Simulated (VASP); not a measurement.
Here is a VASP 6.6.1 calculation.

Contents of INCAR:

```
SYSTEM = Ta
PREC = Accurate
ENCUT = 520
EDIFF = 1E-7
ISMEAR = -5
SIGMA = 0.1
LREAL = .FALSE.
LASPH = .TRUE.
NELM = 100
ALGO = Normal
ISIF = 2
LWAVE = .FALSE.
LCHARG = .FALSE.
GGA = PE
NBANDS = 18
```

KPOINTS

```
Automatic mesh
0
G
  13 13 7
  0 0 0
```

Contents of POSCAR:

```
Ta
1.0
    2.9039239680      0.0000000000      0.0000000000
   -1.4519619840      2.5148719270      0.0000000000
    0.0000000000      0.0000000000      5.1308977023
Ta
2
Direct
    0.3333333333      0.6666666667      0.2500000000
    0.6666666667      0.3333333333      0.7500000000
```

Potentials or basis: VASP PAW PBE potentials, release 64 (Ta_pv).

Run with:

```console
$ cat potpaw_PBE.64/Ta_pv/POTCAR > POTCAR
$ mpirun -np 1 vasp_std > vasp.out
```

Estimate the pressure.

0.1 GPa.

What does it give for the band gap on the k mesh?

None (metal or under the smearing width).

Stress tensor (GPa, compression positive):
```
0.05 0.00 0.00
0.00 0.05 0.00
0.00 0.00 0.23
```

Caveat: tetrahedron occupations give inexact forces and stress in metals. The run has no spin-orbit coupling, so splittings on Ta are missing.
